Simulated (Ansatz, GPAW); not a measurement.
# CaO: programs and potentials compared

```
Ca O
1.0
     0.00000    2.40356    2.40356
     2.40356    0.00000    2.40356
     2.40356    2.40356    0.00000
Ca O
1 1
Direct
  0.00000 0.00000 0.00000
  0.50000 0.50000 0.50000
```

The cell is a database's computed one, not the measured one.

Alike in all runs: task single point; functional PBE; k mesh 10 × 10 × 10; occupations gaussian, width 0.022 eV; no spin polarisation; no spin-orbit coupling. Pressure is positive in compression and, in plane waves, holds the error of the finite cutoff, which Ansatz's Pulay term estimates and takes out.

```json
{"program and potentials": "Ansatz, Ansatz PAW", "plane-wave cutoff (eV)": "420", "notes": "Pulay term of +0.41 GPa included", "band gap (eV)": "3.66", "pressure (GPa)": "1.61"}
{"program and potentials": "Ansatz, all-electron LAPW, scalar-relativistic", "plane-wave cutoff (eV)": "-", "notes": "-", "band gap (eV)": "3.65", "pressure (GPa)": "1.60"}
{"program and potentials": "GPAW, GPAW PAW data sets (gpaw-data 1.2.1)", "plane-wave cutoff (eV)": "800", "notes": "-", "band gap (eV)": "3.69", "pressure (GPa)": "2.16"}
```

The band gap spans 3.65 (Ansatz, all-electron LAPW, scalar-relativistic) to 3.69 eV (GPAW, GPAW PAW data sets (gpaw-data 1.2.1)), with all-electron results at 3.65. The pressure spans 1.60 (Ansatz, all-electron LAPW, scalar-relativistic) to 2.16 GPa (GPAW, GPAW PAW data sets (gpaw-data 1.2.1)), with all-electron results at 1.60. The gap is indirect and read on the mesh alone.

Differences between rows come from potentials, basis sets and numerical settings, since the functional is the same but for its coding. Runs on potential files found faulty are left out.
